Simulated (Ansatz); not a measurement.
## AlAs: As vacancy

Level of theory: DFT PBE, scalar-relativistic, plane waves, PAW (Ansatz 0.2.0). (420 eV cutoff, 2×2×2 k-mesh, shifted by half a step, Gaussian smearing of 0.01 eV, collinear spin in charge 0, +2 alone)

Host crystal, relaxed:

```
CELL_PARAMETERS angstrom
0.00000 2.86396 2.86396
2.86396 0.00000 2.86396
2.86396 2.86396 0.00000
ATOMIC_POSITIONS crystal
Al 0.00000 0.00000 0.00000
As 0.75000 0.75000 0.75000
```

Supercell of 32 atoms, rows in host cell vectors: 3 -1 -1; -1 3 -1; -1 -1 3. Atoms relax at the host's cell, keeping the symmetry that the supercell leaves at the site. The cell is small, so energies carry finite-size errors of tenths of an eV. The host's Kohn–Sham gap is 1.50 eV. Atoms are taken from and returned to the elements' standard states. Charged cells are corrected for image charges with the computed static dielectric tensor (mean 11.6) and aligned with the host's potential at far atoms (alignment terms reach 1.49 eV; the program doubts the alignment in some charges, where it is up to 1.49 eV). No band-filling term is added, and the Fermi level counts from the host's valence band top.

Defect: As vacancy at (0.750, 0.750, 0.750) of the host cell.

(1) What is the formation energy of the neutral defect?

(2) Does the neutral defect carry a moment, and how do its surroundings relax?

(3) Charges +3, +2, +1, 0, -1 were computed. Which is stable where in the gap?

## Answers

(1) 4.16 eV.

(2) It changes the cell's moment by 0.50 μB (a fraction, from partly filled bands). The nearest neighbours before are 4 Al at 2.48 Å; after relaxation the atoms near the site are 4 Al at 2.26 Å; the largest move is 0.22 Å.

(3) Among the charges computed the stable one is +1 at the valence band top, changing to 0 at 0.99 eV, changing to -1 at 1.34 eV. In charge 0, -1 the cell has partly filled bands: a level of the defect may be part filled, the carrier may sit in the host's bands, or levels may cross between the k points, so transitions that involve it are doubtful. Without the alignment that the program doubts, the level (+3/+2) would lie at -0.48 eV, outside the gap, so these runs don't decide whether the defect changes charge there. Levels between neighbouring charges: (+3/+2) 0.06 eV, (+2/+1) -0.12 eV, (+1/0) 0.99 eV, (0/-1) 1.34 eV.